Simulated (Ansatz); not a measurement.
Runs of Ansatz 0.2.0 on MoS2. Symmetry: R3m, No. 160, trigonal system. The conventional cell has a = 3.160 Å, b = 3.160 Å, c = 18.450 Å, α = 90.00°, β = 90.00°, γ = 120.00°. Mo (site symmetry 3m) has 6 S at 2.39 Å as nearest neighbours. S (site symmetry 3m) is surrounded by 3 Mo at 2.39 Å. S (site symmetry 3m) is surrounded by 3 Mo at 2.39 Å. Measurements of this composition are mostly on another form, of space group No. 194.

```csv
U,gap on the mesh (eV),pressure (GPa),relaxed volume (Å³/atom)
Mo d U = 1 eV,(c),0.0,(b)
Mo d U = 8 eV,0.84,0.0,20.13
Mo d U = 5 eV,(a),0.0,19.05
Mo d U = 4 eV,1.18,0.0,19.03
Mo d U = 3 eV,1.21,0.0,19.03
```

Alike in all rows: task relaxation of cell and atoms; level r2SCAN+U; potentials or basis Ansatz PAW; no spin polarisation; cell relaxed; k mesh 10 × 10 × 10; cutoff (eV) 500; smearing fermi-dirac 0.05 eV.

**Question.** Fill in the values left out.

**Answer.** (a) 1.12; (b) 19.02; (c) 1.26.

Caveats: the plane-wave basis is chosen anew once the cell has moved, so the energies of steps on either side of that aren't comparable; the PAW data sets come from PBE, with cores solved anew for the run's functional, which leaves a small shift of forces and pressure.

A k mesh can miss the band edges, and the runs leave out spin-orbit coupling on Mo.
